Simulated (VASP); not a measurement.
# TiCo: relaxation of cell and atoms with LDA

The system is TiCo.

```xyz
2
Lattice="2.9861 0.0000 0.0000 0.0000 2.9861 0.0000 0.0000 0.0000 2.9861" Properties=species:S:1:pos:R:3 pbc="T T T"
Co    1.4931    1.4931    1.4931
Ti    0.0000    0.0000    0.0000
```

The cell comes from a database or a generator and needn't be the stable form of this composition.

* Program: VASP 6.6.1
* Task: relaxation of cell and atoms
* Functional: LDA
* Potentials or basis: VASP PAW LDA potentials, release 64 (Co, Ti_sv)
* Cutoff: 600 eV
* k mesh: 8 × 8 × 8
* Occupations: fermi-dirac, width 0.05 eV
* Spin: collinear spin, ferromagnetic start
* Starting moments: [2.0, 1.0] μB
* Ladder: gaps
* Further INCAR settings: ALGO = Normal; EDIFF = 1e-07; IBRION = 2; EDIFFG = -0.01; NSW = 40; ISIF = 3

```yaml
Relaxed_volume: 12.20 Å³/atom
Relaxed_cell: a = 2.900 Å, b = 2.900 Å, c = 2.900 Å, α = 90.00°, β = 90.00°, γ = 90.00°
Space_group_after_relaxing_to_0.05_Å: Pm-3m (No. 221)
Energy_gained_by_relaxing: 57.8 meV/atom
Ionic_steps: 4
Pressure_after_relaxing: -0.1 GPa
Band_gap_on_the_k_mesh: none (metal or under the smearing width)
Net_moment: 0.00 μB per cell
Valence_electrons_inside_the_program's_atomic_spheres: Co 8.47; Ti 10.44
```

Step by step:
| step | energy change (eV) | largest force (eV/Å) | pressure (GPa) | volume (Å³) |
| --- | --- | --- | --- | --- |
| 1 | 0.0000 | 0.0000 | -15.36 | 26.63 |
| 2 | 0.0654 | 0.0000 | 26.51 | 22.01 |
| 3 | -0.1155 | 0.0000 | -0.41 | 24.44 |
| 4 | -0.1155 | 0.0000 | -0.09 | 24.40 |

Final structure:
```
CELL_PARAMETERS angstrom
2.90025 0.00000 0.00000
0.00000 2.90025 0.00000
0.00000 0.00000 2.90025
ATOMIC_POSITIONS crystal
Co 0.50000 0.50000 0.50000
Ti 0.00000 0.00000 0.00000
```

Levels at points of the mesh, in eV from the Fermi level:
Spin up:
```
           k point  band 7  band 8  band 9  band 10  band 11  band 12  band 13  band 14
(0.00, 0.00, 0.00)   -4.25   -1.62   -1.62    -1.62     0.82     0.82     3.02     3.02
(0.50, 0.00, 0.00)   -2.68   -1.69   -1.69    -1.14    -0.98     0.20     0.65     0.65
(0.50, 0.50, 0.00)   -2.70   -2.70   -0.68    -0.16     0.89     0.89     1.33     2.87
(0.50, 0.50, 0.50)   -2.62   -2.34   -2.34    -2.34    -0.64    -0.64     3.45     3.45
```
Spin down:
| k point | band 6 | band 7 | band 8 | band 9 | band 10 | band 11 | band 12 | band 13 | band 14 | band 15 |
| --- | --- | --- | --- | --- | --- | --- | --- | --- | --- | --- |
| (0.00, 0.00, 0.00) | -4.25 | -4.25 | -1.62 | -1.62 | -1.62 | 0.82 | 0.82 | 3.02 | 3.02 | 3.02 |
| (0.50, 0.00, 0.00) | -3.90 | -2.68 | -1.69 | -1.69 | -1.14 | -0.98 | 0.20 | 0.65 | 0.65 | 2.42 |
| (0.50, 0.50, 0.00) | -4.10 | -2.70 | -2.70 | -0.68 | -0.16 | 0.89 | 0.89 | 1.33 | 2.87 | 2.87 |
| (0.50, 0.50, 0.50) | -2.62 | -2.62 | -2.34 | -2.34 | -2.34 | -0.64 | -0.64 | 3.45 | 3.45 | 7.78 |

It took 34 s on 1 thread of Intel(R) Xeon(R) 6975P-C (Granite Rapids) (shared host), peak memory 0.16 GiB.

Caveat: the starting moments collapsed, and a magnetic state may lie lower.
